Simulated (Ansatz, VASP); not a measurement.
## One calculation of FeCo (Wairauite), two programs

```
Co Fe
1.0
     2.89460    0.00000    0.00000
     0.00000    2.89460    0.00000
     0.00000    0.00000    2.89460
Co Fe
1 1
Direct
  0.00000 0.00000 0.00000
  0.50000 0.50000 0.50000
```

Change from the starting cell: volume scaled by 1.04.

Alike in both runs: task single point; functional PBE; k mesh 9 × 9 × 9; occupations fermi-dirac, width 0.05 eV; collinear spin, ferromagnetic start.

|  | VASP | Ansatz |
| --- | --- | --- |
| version | VASP 6.6.1 | Ansatz 0.2.0 |
| potentials or method | VASP PAW PBE potentials, release 64 (Co, Fe) | Ansatz PAW |
| plane-wave cutoff (eV) | 520 | 420 |
| valence electrons in the cell | 17 | 33 |

Ansatz gave:

| Item | Value |
| --- | --- |
| gap on the k mesh at the Fermi level (eV) | none |
| pressure (GPa) | -8.6 |
| net moment per atom (μB) | 2.31 |
| size of the moment on the site where the two differ most (μB) | 1.86 |

Problem. Which values does VASP return?

Solution. gap on the k mesh at the Fermi level (eV): none; pressure (GPa): -9.0; net moment per atom (μB): 2.30; size of the moment on the site where the two differ most (μB): 1.79.

Site moments also hang on the region over which each program counts them. A gap of «none» marks a metal or a gap that the smearing closes. The two sets of potentials don't hold the same shells in valence.
